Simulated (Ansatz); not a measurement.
# Convergence of La

```
La
1.0
     0.00000    2.64800    2.64800
     2.64800    0.00000    2.64800
     2.64800    2.64800    0.00000
La
1
Direct
  0.00000 0.00000 0.00000
```

The conventional cell has a = 5.296 Å, b = 5.296 Å, c = 5.296 Å, α = 90.00°, β = 90.00°, γ = 90.00°. La (atom 1) is surrounded by 12 La at 3.74 Å.

The cell is COD entry 9008472, as deposited and not checked against the literature; nothing was relaxed.

Spin–orbit coupling is left out, though it moves levels of the heavy atoms by tenths of an eV or more.

The calculation used DFT, PBE, all-electron LAPW, scalar-relativistic (Ansatz 0.2.0).

Numerical set-up: a Γ-centred 11×11×11 k mesh, Fermi–Dirac smearing of 0.05 eV, basis error target 0.25 meV/atom, no spin polarisation. One setting is then changed at a time.

```csv
LAPW cutoff (eV),free energy less the base's (meV/atom),P (GPa)
139 (base),0.0,-0.09
90,?,-0.09
120,0.1,-0.09
180,0.0,-0.09
220,0.0,-0.09
```

Q: What belongs in the row "90", column "free energy less the base's (meV/atom)"?

A: 1.3.
